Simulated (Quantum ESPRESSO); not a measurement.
## W under changes of volume

One of the cells (15.848 Å³/atom); the others are scaled copies at fixed shape and fractional positions:

```
CELL_PARAMETERS angstrom
-1.58234 1.58234 1.58234
1.58234 -1.58234 1.58234
1.58234 1.58234 -1.58234
ATOMIC_POSITIONS crystal
W 0.00000 0.00000 0.00000
```

| Item | Value |
| --- | --- |
| Program | Quantum ESPRESSO 7.5 |
| Functional | r2SCAN |
| Potentials or basis | SG15 PBE 1.2 |
| Cutoff | 1020 eV |
| Density cutoff | 4082 eV |
| k mesh | 9 × 9 × 9 |
| Occupations | fermi-dirac, width 0.05 eV |
| Spin | no spin polarisation |

| volume (Å³/atom) | energy over the lowest point (meV/atom) | pressure (GPa) |
| --- | --- | --- |
| 14.897 | 9.50 | 8.5 |
| 15.214 | 0.00 | 1.1 |
| 15.531 | 4.48 | -5.6 |
| 15.848 | ? | ? |
| 16.165 | 49.79 | -16.9 |
| 16.482 | 88.16 | -21.8 |
| 16.798 | 135.45 | -26.0 |

**Question.** What does the run at 15.848 Å³/atom give?

**Answer.** Energy over the lowest point 21.50 meV/atom; pressure -11.6 GPa.

Worked out: A Birch-Murnaghan fit of order 3 (a polynomial in V^(-2/3)) to the other rows has its minimum at 15.27 Å³/atom with B0 = V·E''(V) = 334 GPa and B' = 4.2. It gives 21.51 meV/atom at 15.848 Å³/atom, against the run's 21.50, and -dE/dV = -11.6 GPa, against -11.6.

Energies are extrapolated to zero smearing.

Caveats: the potentials were made for another functional, which shifts forces and pressure.
